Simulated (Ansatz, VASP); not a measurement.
Te2Mo: VASP beside Ansatz

INCAR

```
SYSTEM = Te2Mo
PREC = Accurate
ENCUT = 520
EDIFF = 1E-7
ISMEAR = 0
SIGMA = 0.02
LREAL = .FALSE.
LASPH = .TRUE.
NELM = 80
ALGO = Normal
ISIF = 2
LWAVE = .FALSE.
LCHARG = .FALSE.
LDIPOL = .TRUE.
IDIPOL = 3
DIPOL = 0.5 0.5 0.500
GGA = PE
IVDW = 12
NBANDS = 20
```

The input KPOINTS:

```
regular mesh
0
G
  9 9 1
  0 0 0
```

The input POSCAR:

```
Te2Mo
1.0
    3.7840000000      0.0000000000      0.0000000000
   -1.8920000000      3.2770401279      0.0000000000
    0.0000000000      0.0000000000     33.2698832047
Te Mo
2 1
Direct
    0.3333333333      0.6666666667      0.4510668556
    0.3333333333      0.6666666667      0.5489331444
    0.6666666667      0.3333333333      0.5000000000
```

Input for Ansatz:

```yaml
crystal:
  lattice:
    - [3.784, 0.0, 0.0]
    - [-1.892, 3.2770401279, 0.0]
    - [0.0, 0.0, 33.2698832047]
  atoms:
    - { symbol: Te, position: [0.3333333333, 0.6666666667, 0.4510668556] }
    - { symbol: Mo, position: [0.6666666667, 0.3333333333, 0.5] }
    - { symbol: Te, position: [0.3333333333, 0.6666666667, 0.5489331444] }
  periodic: [true, true, false]
basis:
  ecutwfc: 420
kpoints:
  mp_grid: { grid: [9, 9, 1] }
hamiltonian:
  xc: pbe
  pseudopotentials: { kind: paw, azcp: { folder: soft_1 } }
  dispersion: d3bj
scf:
  occupations: { method: gaussian, width: 0.02 }
output:
  forces: true
  stress: true
  eigenvalues: true
```

Alike in both runs: task single point; functional PBE; dispersion D3(BJ); k mesh 9 × 9 × 1; occupations gaussian, width 0.02 eV; no spin polarisation.

```csv
,VASP,Ansatz
version,VASP 6.6.1,Ansatz 0.2.0
potentials or method,"VASP PAW PBE potentials, release 64 (Te, Mo_sv)","scalar-relativistic, plane waves, PAW"
plane-wave cutoff (eV),520,420
valence electrons in the cell,26,46
```

|  | VASP | Ansatz | Ansatz less VASP |
| --- | --- | --- | --- |
| gap on the k mesh at the Fermi level (eV) | 0.03 | 0.05 | +0.015 |
| least direct gap on the mesh (eV) | 0.61 | 0.61 | +0.002 |
| rms of the force components (eV/Å) | 0.703 | 0.693 | -0.0096 |

The two sets of potentials don't hold the same shells in valence. Ansatz warned: «dispersion_switch_in_reach».

Caveats: spin-orbit coupling is left out, which moves the levels of the heavy elements.
